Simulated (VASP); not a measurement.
Crystal: Pd.

```xyz
2
Lattice="2.7837 0.0000 0.0000 -1.3918 2.4107 0.0000 0.0000 0.0000 4.6289" Properties=species:S:1:pos:R:3 pbc="T T T"
Pd    0.0000    1.6071    1.1572
Pd    1.3918    0.8036    3.4717
```

This isn't the form of Pd at room conditions, which is fcc.

- Program: VASP 6.6.1
- Task: relaxation of cell and atoms
- Functional: LDA
- Potentials or basis: VASP PAW LDA potentials, release 64 (Pd)
- Cutoff: 600 eV
- k mesh: 10 × 10 × 6
- Occupations: fermi-dirac, width 0.05 eV
- Spin: no spin polarisation

At the start: pressure -15.4 GPa; volume 15.53 Å³/atom.

Question: How do energy, volume and symmetry change on relaxing?

Answer: Over 10 steps the energy falls by 68.5 meV/atom and the volume is 14.24 Å³/atom (-8.3 %); space group P6_3/mmc (No. 194, to 0.05 Å).

Step by step:
```tsv
step	energy change (eV)	largest force (eV/Å)	pressure (GPa)	volume (Å³)
1	0.0000	0.0000	-15.35	31.06
2	0.2981	0.0000	44.15	24.84
3	-0.1362	0.0000	-0.71	28.57
4	-0.1364	0.0000	-0.13	28.50
5	-0.1364	0.0000	0.22	28.45
6	-0.1370	0.0000	0.26	28.45
7	-0.1370	0.0000	0.26	28.45
8	-0.1370	0.0000	0.27	28.45
9	-0.1370	0.0000	-0.47	28.55
10	-0.1371	0.0000	-0.01	28.49
```

Final structure:
```cif
data_structure
_symmetry_space_group_name_H-M 'P 1'
_symmetry_Int_Tables_number 1
_cell_length_a 2.6947
_cell_length_b 2.6947
_cell_length_c 4.5301
_cell_angle_alpha 90.000
_cell_angle_beta 90.000
_cell_angle_gamma 120.000
_cell_volume 28.49
loop_
_atom_site_label
_atom_site_type_symbol
_atom_site_fract_x
_atom_site_fract_y
_atom_site_fract_z
_atom_site_occupancy
Pd1 Pd 0.33333 0.66667 0.25000 1
Pd2 Pd 0.66667 0.33333 0.75000 1
```
